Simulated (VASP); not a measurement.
Method: vdW-DF2, VASP's PBE PAW potentials (set 64) (plane waves; VASP).

Input for VASP

**INCAR**
```
LWAVE = .False.
SIGMA = 0.05   # width (eV)
NELM = 100   # most electronic steps
ENCUT = 520   # plane-wave cut-off (eV)
LREAL = .False.   # projection in real space or not
LCHARG = .False.
PREC = Accurate
ISIF = 2   # forces and stress, cell fixed
LUSE_VDW = .True.
ALGO = Normal   # blocked Davidson
GGA = ML
ZAB_VDW = -1.8867
SYSTEM = Li2O
EDIFF = 1E-7   # SCF stop (eV)
LASPH = .True.
AGGAC = 0.0
ISMEAR = 0   # Gaussian
```

### POSCAR
```
Li2O
1
    0.0000000000     2.3442520596     2.3442520596
    2.3442520596     0.0000000000     2.3442520596
    2.3442520596     2.3442520596     0.0000000000
Li O
2 1
Direct
  0.2500000000   0.2500000000   0.2500000000
  0.7500000000   0.7500000000   0.7500000000
  0.0000000000   0.0000000000   0.0000000000
```

KPOINTS:
```
Automatic mesh
0
Gamma
8 8 8
0 0 0
```

POTCAR, in this order: Li_sv O (PBE.64 set). Program: vasp_std.

The resulting files:

OUTCAR:
```
 ion  position               nearest neighbor table
   1  0.250  0.250  0.250-   3 2.03   3 2.03   3 2.03   3 2.03   2 2.34   2 2.34   2 2.34   2 2.34
                             2 2.34   2 2.34
   2  0.750  0.750  0.750-   3 2.03   3 2.03   3 2.03   3 2.03   1 2.34   1 2.34   1 2.34   1 2.34
                             1 2.34   1 2.34
   3  0.000  0.000  0.000-   2 2.03   2 2.03   2 2.03   1 2.03   2 2.03   1 2.03   1 2.03   1 2.03
  LATTYP: Found a face centered cubic cell.
 ALAT       =     4.6885041192
 Subroutine PRICEL returns:
 Original cell was already a primitive cell.
 Subroutine GETGRP returns: Found 48 space group operations
The static configuration has the point symmetry O_h .
The dynamic configuration has the point symmetry O_h .
 Subroutine INISYM returns: Found 48 space group operations
 Subroutine IBZKPT returns following result:
 Found     29 irreducible k-points:

 Following reciprocal coordinates:
            Coordinates               Weight
  0.000000  0.000000  0.000000      1.000000
  0.125000  0.000000  0.000000      8.000000
  0.250000  0.000000  0.000000      8.000000
  0.375000  0.000000  0.000000      8.000000
  0.500000  0.000000  0.000000      4.000000
  0.125000  0.125000  0.000000      6.000000
...
```

OSZICAR:
```
       N       E                     dE             d eps       ncg     rms          rms(c)
DAV:   1     0.425713334697E+02    0.42571E+02   -0.61394E+03   580   0.130E+03
DAV:   2    -0.885408750573E+01   -0.51425E+02   -0.49234E+02   688   0.231E+02
DAV:   3    -0.139685098367E+02   -0.51144E+01   -0.50976E+01  1012   0.602E+01
DAV:   4    -0.140534858448E+02   -0.84976E-01   -0.84946E-01   760   0.819E+00
DAV:   5    -0.140542813718E+02   -0.79553E-03   -0.79551E-03   868   0.641E-01    0.878E+00
DAV:   6    -0.117914735917E+02    0.22628E+01   -0.13857E+01   584   0.234E+01    0.323E+00
DAV:   7    -0.117557588408E+02    0.35715E-01   -0.41362E-01   638   0.532E+00    0.150E+00
DAV:   8    -0.117546734591E+02    0.10854E-02   -0.12741E-01   618   0.405E+00    0.399E-01
DAV:   9    -0.117529063227E+02    0.17671E-02   -0.76304E-03   796   0.780E-01    0.133E-01
DAV:  10    -0.117543086601E+02   -0.14023E-02   -0.30933E-03   630   0.572E-01    0.164E-01
DAV:  11    -0.117539375154E+02    0.37114E-03   -0.58868E-04   686   0.261E-01    0.196E-02
DAV:  12    -0.117539459229E+02   -0.84076E-05   -0.32325E-05   662   0.611E-02    0.452E-03
DAV:  13    -0.117539460327E+02   -0.10976E-06   -0.48125E-06   636   0.231E-02    0.113E-03
DAV:  14    -0.117539457702E+02    0.26252E-06   -0.28845E-07   722   0.589E-03    0.738E-04
DAV:  15    -0.117539456648E+02    0.10541E-06   -0.12896E-07   598   0.371E-03    0.578E-05
DAV:  16    -0.117539456850E+02   -0.20254E-07   -0.20512E-09   338   0.584E-04
   1 F= -.11753946E+02 E0= -.11753946E+02  d E =-.327541E-14
```

OUTCAR:
```
------------------------ aborting loop because EDIFF is reached ----------------------------------------
  FORCE on cell =-STRESS in cart. coord.  units (eV):
  Direction    XX          YY          ZZ          XY          YZ          ZX
  --------------------------------------------------------------------------------------
  Total       -0.3369179     -0.3369179     -0.3369179     -0.0000000      0.0000000      0.0000000
  in kB      -20.9503723    -20.9503723    -20.9503723     -0.0000000      0.0000000      0.0000000
  external PRESSURE =     -20.9503723 kB  Pullay stress =       0.0000000 kB
  volume of cell :       25.77
      direct lattice vectors                 reciprocal lattice vectors
     0.000000000  2.344252060  2.344252060    -0.213287645  0.213287645  0.213287645
     2.344252060  0.000000000  2.344252060     0.213287645 -0.213287645  0.213287645
     2.344252060  2.344252060  0.000000000     0.213287645  0.213287645 -0.213287645
 POSITION                                       TOTAL-FORCE (eV/Angst)
 -----------------------------------------------------------------------------------
      1.17213      1.17213      1.17213         0.000000      0.000000      0.000000
      3.51638      3.51638      3.51638        -0.000000     -0.000000     -0.000000
      0.00000      0.00000      0.00000         0.000000      0.000000      0.000000
 -----------------------------------------------------------------------------------
    total drift:                                0.000000      0.000000      0.000000
  FREE ENERGIE OF THE ION-ELECTRON SYSTEM (eV)
  ---------------------------------------------------
  free  energy   TOTEN  =       -11.7539456850 eV

  energy  without entropy=      -11.7539456850  energy(sigma->0) =      -11.75394569
```
(Selected blocks of OUTCAR.)

The compound is Li2O in the antifluorite structure. This cell is one point of a volume scan, at 1.03 of the reference volume.
